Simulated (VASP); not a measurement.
# MgO: relaxed cell and band gap, by functional

MgO, Fm-3m (no. 225), 2 atoms in the cell.

| Functional | Volume (Å³/atom) | Change from the starting volume (fraction) | Gap, path and mesh (eV) | Time (s) |
|---|---|---|---|---|
| rev-vdW-DF2 | 9.40 | 0.019 | 4.77 | 86 |
| vdW-DF-cx | 9.40 | 0.019 | 4.78 | 82 |
| vdW-DF3-opt1 | 9.25 | 0.003 | 4.90 | 450 |
| vdW-DF3-opt2 | 9.34 | 0.013 | 4.80 | 464 |

## Input of the first row

INCAR.step1:
```
SYSTEM = MgO
PREC     = Accurate       ! precision mode
ENCUT    = 600            ! plane-wave cutoff, eV
EDIFF    = 1E-7           ! SCF threshold, eV
ISMEAR   = 0              ! smearing method
SIGMA    = 0.02           ! smearing width, eV
LREAL    = .False.        ! projectors in reciprocal space
LASPH    = .True.         ! aspherical terms in the spheres
GGA_COMPAT= .False.      
ALGO     = Normal         ! electronic algorithm
NELM     = 150            ! most SCF steps
ISIF     = 3              ! what is computed and relaxed
LWAVE    = .False.        ! write WAVECAR
LCHARG   = .False.        ! write CHGCAR
GGA      = MK             ! functional
PARAM1   = 0.1234568    
PARAM2   = 0.7114       
ZAB_VDW  = -1.8867      
LUSE_VDW = .True.       
AGGAC    = 0.0          
IBRION   = 2              ! ionic algorithm
EDIFFG   = -0.002         ! ionic threshold
NSW      = 60             ! ionic steps
KPAR     = 4             
```

INCAR.step2, as INCAR.step1 but for:
```
- NSW = 60
+ NSW = 40
```

INCAR.step3, as INCAR.step2 but for:
```
- ISIF = 3
- IBRION = 2
- EDIFFG = -0.002
- NSW = 40
+ ISIF = 2
+ NBANDS = 11
```

KPOINTS:
```
k-points
0
Gamma
  7 7 7
```

KPOINTS_OPT:
```
path GXWKGLUWLK,UX
8
line-mode
reciprocal
 0.0000000000  0.0000000000  0.0000000000  G
 0.5000000000  0.0000000000  0.5000000000  X

 0.5000000000  0.0000000000  0.5000000000  X
 0.5000000000  0.2500000000  0.7500000000  W

 0.5000000000  0.2500000000  0.7500000000  W
 0.3750000000  0.3750000000  0.7500000000  K

 0.3750000000  0.3750000000  0.7500000000  K
 0.0000000000  0.0000000000  0.0000000000  G

 0.0000000000  0.0000000000  0.0000000000  G
 0.5000000000  0.5000000000  0.5000000000  L

 0.5000000000  0.5000000000  0.5000000000  L
 0.6250000000  0.2500000000  0.6250000000  U

 0.6250000000  0.2500000000  0.6250000000  U
 0.5000000000  0.2500000000  0.7500000000  W

 0.5000000000  0.2500000000  0.7500000000  W
 0.5000000000  0.5000000000  0.5000000000  L

 0.5000000000  0.5000000000  0.5000000000  L
 0.3750000000  0.3750000000  0.7500000000  K

 0.6250000000  0.2500000000  0.6250000000  U
 0.5000000000  0.0000000000  0.5000000000  X
```

POSCAR.step1:
```
MgO
1.0
    0.0000000000      2.0970013927      2.0970013927
    2.0970013927      0.0000000000      2.0970013927
    2.0970013927      2.0970013927      0.0000000000
Mg O
1 1
Direct
    0.0000000000      0.0000000000      0.0000000000
    0.5000000000      0.5000000000      0.5000000000
```

Commands (each step's output is kept before the next begins):
```
cat potpaw_PBE.64/Mg/POTCAR potpaw_PBE.64/O/POTCAR > POTCAR
cp INCAR.step1 INCAR
cp POSCAR.step1 POSCAR
mpirun -np 4 vasp_std > vasp.out
cp CONTCAR POSCAR
rm WAVECAR CHG
cp INCAR.step2 INCAR
mpirun -np 4 vasp_std > vasp.out
cp CONTCAR POSCAR
rm WAVECAR CHG
cp INCAR.step3 INCAR
mpirun -np 4 vasp_std > vasp.out
```

Changes of the last row against the first:
```
(all steps)
- PARAM2 = 0.7114
+ PARAM2 = 0.58
+ IVDW_NL = 4
```

VASP 6.6.1 took 86 s on 4 cores (Intel Xeon Platinum 8375C @ 2.90GHz (Ice Lake)), a shared host.
